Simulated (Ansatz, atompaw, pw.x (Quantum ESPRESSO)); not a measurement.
## molybdenum (Mo) (fcc): variants of one PAW (atompaw) potential in the solid

```
Element                 : Mo
Generator               : atompaw 4.2.0.5
Type                    : PAW
Functional              : PBE
Relativity              : scalar-relativistic
Frozen core             : [Kr]
Valence charge          : 6
Reference configuration : 4d5 5s1 5p0
Partial waves           : 5s (bound): rc 3.00 bohr; 5s channel at 0.1 Ry: rc 3.00 bohr; 5p (bound, empty): rc 3.00 bohr; 5p channel at 1.4 Ry: rc 3.00 bohr; 4d (bound): rc 3.00 bohr; 4d channel at 2.3 Ry: rc 3.00 bohr; 4f channel at 0.2 Ry: rc 3.00 bohr; 4f channel at 0.75 Ry: rc 3.00 bohr
Local potential         : bessel scheme, radius 2.85 bohr
Core correction         : smooth core density matched at 1.85 bohr
Augmentation charge     : besselshape compensation charge, radius 2.20 bohr; PAW radius 3.00 bohr; waves and projectors: custom polynom2 7 10 vanderbiltortho
```

Crystal test: fcc Mo in pw.x 7.5, no spin, 14³ k-points, Fermi–Dirac smearing 0.01 Ry, cutoffs set for each file from its atomic test. The reference is all-electron LAPW (Ansatz 0.2.0) with the same functional, mesh and smearing; V0 and B0 come from Birch–Murnaghan fits to the pressures at five volumes. Errors are pseudo minus all-electron; Δ is the rms difference of the E(V) curves that follow from these fits, minima aligned, over ±6 % about the mean V0. Mesh and smearing are coarse, so the numbers serve the comparison and aren't converged zero-temperature values; the lattice is a test structure that the element need not adopt.

All-electron: a0 = 4.005 Å (V0 = 16.06 Å³/atom), B0 = 235.3 GPa.

Base: The largest radius (3.00 bohr) exceeds half the bond length (2.67 bohr), so the spheres overlap, which is one possible source of error among others. This is a poor potential for the solid.

1 further variants are left out: they gave no file fit for a test, a broken result, the same result as the base, or pressures whose basis-set error rivals the error shown.

A dash in a converged row means that the minimum lies outside the volumes sampled.

```tsv
change	cutoffs (Ry)	pw.x	a0 (Å)	a0 error (%)	B0 error (%)	Δ (meV/atom)	mean pressure error (GPa)
base	50/500	converged	–	–	–	–	+12.85
all radii scaled by about 0.97 (s 2.90, p 2.90, d 2.90, f 2.90 bohr); local potential bessel scheme, radius 2.76 bohr; augmentation besselshape compensation charge, radius 2.12 bohr; PAW radius 2.90 bohr; waves and projectors: custom polynom2 7 10 vanderbiltortho; core correction smooth core density matched at 1.78 bohr	60/600	converged	4.054	+1.23	-4.8	29.9	+8.86
augmentation besselshape compensation charge, radius 2.20 bohr; PAW radius 3.00 bohr; waves and projectors: custom rrkj gramschmidtortho	40/400	converged	4.044	+0.99	-4.7	24.2	+7.11
wave 4f channel at 0.75 Ry: rc 3.00 bohr becomes 4f channel at 9.25 Ry: rc 3.00 bohr	50/500	converged	–	–	–	–	+14.16
```
